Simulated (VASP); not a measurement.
# InP (F-43m) in VASP: a series of runs, part 2 of 2

VASP 6.6.1.

## (3) Single point, PBEsol

The input, INCAR:

```
SYSTEM = InP
PREC = Accurate
ENCUT = 520
EDIFF = 1E-6
ISMEAR = -1
SIGMA = 0.05
LREAL = .FALSE.
LASPH = .TRUE.
NELM = 100
ALGO = Normal
ISIF = 2
LWAVE = .FALSE.
LCHARG = .FALSE.
GGA = PS
NBANDS = 16
```

The input, KPOINTS:

```
regular mesh
0
G
  7 7 7
  0 0 0
```

The input, POSCAR:

```
InP
1.0
    0.0000000000      2.9305000000      2.9305000000
    2.9305000000      0.0000000000      2.9305000000
    2.9305000000      2.9305000000      0.0000000000
In P
1 1
Direct
    0.0000000000      0.0000000000      0.0000000000
    0.7500000000      0.7500000000      0.7500000000
```

Potentials or basis: VASP PAW PBE potentials, release 64 (In_d, P).

Started as:

```bash
cat potpaw_PBE.64/In_d/POTCAR potpaw_PBE.64/P/POTCAR > POTCAR
mpirun -np 1 vasp_std > vasp.out
```

OUTCAR:

```text
SYSTEM = InP
   PREC = Accurate
   ENCUT = 520
   EDIFF = 1E-6
   ISMEAR = -1
   LREAL = .FALSE.
   LASPH = .TRUE.
   NELM = 100
   ISIF = 2
   GGA = PS

 ion  position               nearest neighbor table
   1  0.000  0.000  0.000-   2 2.54   2 2.54   2 2.54   2 2.54
   2  0.750  0.750  0.750-   1 2.54   1 2.54   1 2.54   1 2.54

  LATTYP: Found a face centered cubic cell.
 ALAT       =     5.8610000000

  Lattice vectors:

 A1 = (   0.0000000000,   2.9305000000,   2.9305000000)
 A2 = (   2.9305000000,   0.0000000000,   2.9305000000)
 A3 = (   2.9305000000,   2.9305000000,   0.0000000000)

Analysis of symmetry for initial positions (statically):
=====================================================================
 Subroutine PRICEL returns:
 Original cell was already a primitive cell.

 Routine SETGRP: Setting up the symmetry group for a
 face centered cubic supercell.

 Subroutine GETGRP returns: Found 24 space group operations
 (whereof 24 operations were pure point group operations)
 out of a pool of 48 trial point group operations.

The static configuration has the point symmetry T_d .

Analysis of symmetry for dynamics (positions and initial velocities):
=====================================================================
 Subroutine PRICEL returns:
 Original cell was already a primitive cell.

 Routine SETGRP: Setting up the symmetry group for a
 face centered cubic supercell.

 Subroutine GETGRP returns: Found 24 space group operations
 (whereof 24 operations were pure point group operations)
 out of a pool of 48 trial point group operations.

The dynamic configuration has the point symmetry T_d .

 Subroutine INISYM returns: Found 24 space group operations
 (whereof 24 operations are pure point group operations),
 and found     1 'primitive' translations

----------------------------------------------------------------------------------------

                                     Primitive cell

  volume of cell :      50.3333

  direct lattice vectors                    reciprocal lattice vectors
     0.000000000  2.930500000  2.930500000    -0.170619348  0.170619348  0.170619348
     2.930500000  0.000000000  2.930500000     0.170619348 -0.170619348  0.170619348
     2.930500000  2.930500000  0.000000000     0.170619348  0.170619348 -0.170619348

  length of vectors
     4.144352845  4.144352845  4.144352845     0.295521380  0.295521380  0.295521380

  position of ions in fractional coordinates (direct lattice)
     0.000000000  0.000000000  0.000000000
     0.750000000  0.750000000  0.750000000

  ion indices of the primitive-cell ions
   primitive index   ion index
                 1           1
                 2           2

----------------------------------------------------------------------------------------

 KPOINTS: regular mesh

Automatic generation of k-mesh.
 Grid dimensions read from file:
 generate k-points for:    7    7    7

 Generating k-lattice:

  Cartesian coordinates                     Fractional coordinates (reciprocal lattice)
    -0.024374193  0.024374193  0.024374193     0.142857143  0.000000000  0.000000000
     0.024374193 -0.024374193  0.024374193     0.000000000  0.142857143  0.000000000
     0.024374193  0.024374193 -0.024374193     0.000000000  0.000000000  0.142857143

  Length of vectors
     0.042217340  0.042217340  0.042217340

  Shift w.r.t. Gamma in fractional coordinates (k-lattice)
     0.000000000  0.000000000  0.000000000

 Subroutine IBZKPT returns following result:
 ===========================================

 Found     20 irreducible k-points:

 Following reciprocal coordinates:
            Coordinates               Weight
  0.000000  0.000000  0.000000      1.000000
  0.142857  0.000000  0.000000      8.000000
  0.285714  0.000000  0.000000      8.000000
  0.428571  0.000000  0.000000      8.000000
  0.142857  0.142857  0.000000      6.000000
  0.285714  0.142857  0.000000     24.000000
[... 12 lines left out ...]
 -0.428571  0.428571  0.142857     24.000000
 -0.285714  0.428571  0.142857     24.000000
   k-points           NKPTS =     20   k-points in BZ     NKDIM =     20   number of bands    NBANDS=     16
   number of dos      NEDOS =    301   number of ions     NIONS =      2
   total plane-waves  NPLWV =  32768
   dimension x,y,z NGX =    32 NGY =   32 NGZ =   32
   dimension x,y,z NGXF=    64 NGYF=   64 NGZF=   64
   ions per type =               1   1
   NGX,Y,Z   is equivalent  to a cutoff of  12.84, 12.84, 12.84 a.u.
   NGXF,Y,Z  is equivalent  to a cutoff of  25.67, 25.67, 25.67 a.u.
 SYSTEM =  InP
   PREC   = accura    normal or accurate (medium, high low for compatibility)
   ISTART =      0    job   : 0-new  1-cont  2-samecut
   ICHARG =      2    charge: 1-file 2-atom 10-const
   ISPIN  =      1    spin polarized calculation?
   LNONCOLLINEAR =      F non collinear calculations
   LSORBIT =      F    spin-orbit coupling
   LASPH  =      T    aspherical Exc in radial PAW
   ENCUT  =  520.0 eV  38.22 Ry    6.18 a.u.   7.71  7.71  7.71*2*pi/ulx,y,z
   NELM   =    100;   NELMIN=  2; NELMDL= -5     # of ELM steps
   EDIFF  = 0.1E-05   stopping-criterion for ELM
   LREAL  =      F    real-space projection
   EDIFFG = 0.1E-04   stopping-criterion for IOM
   NSW    =      0    number of steps for IOM
   IBRION =     -1    ionic relax: 0-MD 1-quasi-New 2-CG
   NFREE  =      0    steps in history (QN), initial steepest desc. (CG)
   ISIF   =      2    stress and relaxation
   ISYM   =      2    0-nonsym 1-usesym 2-fastsym
   POTIM  = 0.5000    time-step for ionic-motion
   TEBEG  =    0.0;   TEEND  =   0.0 temperature during run
   PSTRESS=    0.0 pullay stress
   NELECT =      18.0000    total number of electrons
   NUPDOWN=      -1.0000    fix difference up-down
   EMIN   =  10.00;   EMAX   =-10.00  energy-range for DOS
   EFERMI =   0.00;   METHOD = LEGACY
   ISMEAR =    -1;   SIGMA  =   0.05  broadening in eV -4-tet -1-fermi 0-gaus
   EFERMI_NEDOS =   21; number of points for ismear=-14 and -15
   IALGO  =     38    algorithm
   IMIX   =      4    mixing-type and parameters
     AMIX     =   0.40;   BMIX     =  1.00
     AMIX_MAG =   1.60;   BMIX_MAG =  1.00
  volume/ion in A,a.u.               =      25.17       169.83
  Fermi-wavevector in a.u.,A,eV,Ry     =   1.162021  2.195901 18.371846  1.350293
  Thomas-Fermi vector in A             =   2.298587
   LORBIT       =      0    0 simple, 1 ext, 2 COOP (PROOUT), +10 PAW based schemes
   GGA     = PS    functional components
   LHFCALC =     F    Hartree Fock is set to
   AEXX    =    0.0000 exact exchange contribution
   IVDW    =     0    specifies the selected vdW correction
   LEPSILON=     F    determine dielectric tensor
   LRPA    =     F    only Hartree local field effects (RPA)
 non-spin polarized calculation
  energy-cutoff  :      520.00
  volume of cell :       50.33
 maximum number of plane-waves:      1374
   NGX = 15   NGY = 15   NGZ = 15

 number of electron      18.0000005 magnetization

 Free energy of the ion-electron system (eV)
  ---------------------------------------------------
  ext. energy  EPLUGINS =         0.00000000
  ---------------------------------------------------
  free energy    TOTEN  =        -9.15063611 eV

  energy without entropy =       -9.15061993  energy(sigma->0) =       -9.15062802

 E-fermi :   5.4297     XC(G=0):  -9.4784

 val. band max:        5.0939430626   @ k =   0.0000   0.0000   0.0000
 cond. band min:       5.7078475867   @ k =   0.0000   0.0000   0.0000
 fundamental gap:      0.6139045241
 Fermi energy:         5.4296595318

 k-point     1 :       0.0000    0.0000    0.0000
  band No.  band energies     occupation
      1      -9.0583      2.00000
      2      -9.0583      2.00000
      3      -9.0583      2.00000
      4      -8.9037      2.00000
      5      -8.9037      2.00000
      6      -6.4545      2.00000
[... 8 lines left out ...]
     15      14.5228      0.00000
     16      14.5228      0.00000
[... 343 lines left out ...]
 k-point    20 :      -0.2857    0.4286    0.1429
  band No.  band energies     occupation
      1      -9.2109      2.00000
      2      -8.9971      2.00000
      3      -8.9646      2.00000
      4      -8.9245      2.00000
      5      -8.8885      2.00000
      6      -4.0324      2.00000
[... 8 lines left out ...]
     15      15.5970      0.00000
     16      17.5355      0.00000

------------------------ aborting loop because EDIFF is reached ----------------------------------------

  FORCE on cell =-STRESS in cart. coord.  units (eV):
  Direction    XX          YY          ZZ          XY          YZ          ZX
  --------------------------------------------------------------------------------------
  -------------------------------------------------------------------------------------
  Total        0.1816851      0.1816851      0.1816851     -0.0000000     -0.0000000      0.0000000
  in kB        5.7832878      5.7832878      5.7832878     -0.0000000     -0.0000000      0.0000000
  external PRESSURE =       5.7832878 kB  Pullay stress =       0.0000000 kB

 VOLUME and BASIS-vectors are now :
 -----------------------------------------------------------------------------
  energy-cutoff  :      520.00
  volume of cell :       50.33
      direct lattice vectors                 reciprocal lattice vectors
     0.000000000  2.930500000  2.930500000    -0.170619348  0.170619348  0.170619348
     2.930500000  0.000000000  2.930500000     0.170619348 -0.170619348  0.170619348
     2.930500000  2.930500000  0.000000000     0.170619348  0.170619348 -0.170619348

 POSITION                                       TOTAL-FORCE (eV/Angst)
 -----------------------------------------------------------------------------------
      0.00000      0.00000      0.00000         0.000000      0.000000      0.000000
      4.39575      4.39575      4.39575        -0.000000     -0.000000     -0.000000
 -----------------------------------------------------------------------------------
    total drift:                                0.000000      0.000000     -0.000000

  FREE ENERGIE OF THE ION-ELECTRON SYSTEM (eV)
  ---------------------------------------------------
  free  energy   TOTEN  =        -9.1506361058 eV

  energy  without entropy=       -9.1506199342  energy(sigma->0) =       -9.15062802
```

OSZICAR:

```text
N       E                     dE             d eps       ncg     rms          rms(c)
DAV:   1     0.113205642153E+03    0.11321E+03   -0.83736E+03   648   0.126E+03
DAV:   2    -0.190695095613E+01   -0.11511E+03   -0.11031E+03   696   0.295E+02
DAV:   3    -0.936661167969E+01   -0.74597E+01   -0.74249E+01   832   0.758E+01
DAV:   4    -0.954853081186E+01   -0.18192E+00   -0.18185E+00   792   0.126E+01
DAV:   5    -0.955851365444E+01   -0.99828E-02   -0.99827E-02   992   0.263E+00    0.550E+00
DAV:   6    -0.918794048989E+01    0.37057E+00   -0.56902E-01  1024   0.134E+01    0.322E+00
DAV:   7    -0.915305775332E+01    0.34883E-01   -0.14076E-01   952   0.336E+00    0.111E+00
DAV:   8    -0.915034485327E+01    0.27129E-02   -0.14470E-02   816   0.140E+00    0.329E-01
DAV:   9    -0.915055190752E+01   -0.20705E-03   -0.12058E-03   792   0.388E-01    0.152E-01
DAV:  10    -0.915060828190E+01   -0.56374E-04   -0.16457E-04   992   0.146E-01    0.103E-01
DAV:  11    -0.915063693493E+01   -0.28653E-04   -0.36994E-05   744   0.630E-02    0.271E-02
DAV:  12    -0.915063610578E+01    0.82915E-06   -0.55988E-06   792   0.328E-02
   1 F= -.91506361E+01 E0= -.91506280E+01  d E =-.161716E-04
```

stdout:

```text
POSCAR found type information on POSCAR InP
 POSCAR found :  2 types and       2 ions
 scaLAPACK will be used
 -----------------------------------------------------------------------------
|                                                                             |
|                                                                             |
|     You enforced a specific xc type in the INCAR file but a different       |
|     I HOPE YOU KNOW WHAT YOU ARE DOING!                                     |
|                                                                             |
 -----------------------------------------------------------------------------

 LDA part: xc-table for (Slater+PW92), standard interpolation
 POSCAR, INCAR and KPOINTS ok, starting setup
 FFT: planning ... GRIDC
 FFT: planning ... GRID_SOFT
 FFT: planning ... GRID
 WAVECAR not read
 entering main loop
```

Run time: 17 s. Hardware: 1 thread of AMD EPYC 7R43 (Zen 3), shared host; peak memory 0.14 GiB.

What came out:

```
Free energy            : -9.1506 eV
Pressure               : 0.6 GPa
Band gap on the k mesh : 0.61 eV, direct
```

Levels at points of the mesh, in eV from the valence-band top:
| k point | band 6 | band 7 | band 8 | band 9 | band 10 | band 11 | band 12 | band 13 |
| --- | --- | --- | --- | --- | --- | --- | --- | --- |
| (0.00, 0.00, 0.00) | -11.55 | 0.00 | 0.00 | 0.00 | 0.61 | 4.01 | 4.01 | 4.01 |

Caveat: the PAW data sets were made with another functional, which shifts forces and pressure a little; spin-orbit coupling is left out, which moves the levels of the heavy elements.

## (4) Comparison with measurements

Step 3. A measured gap of InP is 1.4236 eV (direct; 1.6 K; a printed reference work, data compilation); the calculated 0.61 eV misses it by -0.81 eV. Spin-orbit coupling on In is left out. The value is that of PBEsol, without temperature or zero-point motion. Semilocal functionals fall short of measured gaps as a rule.
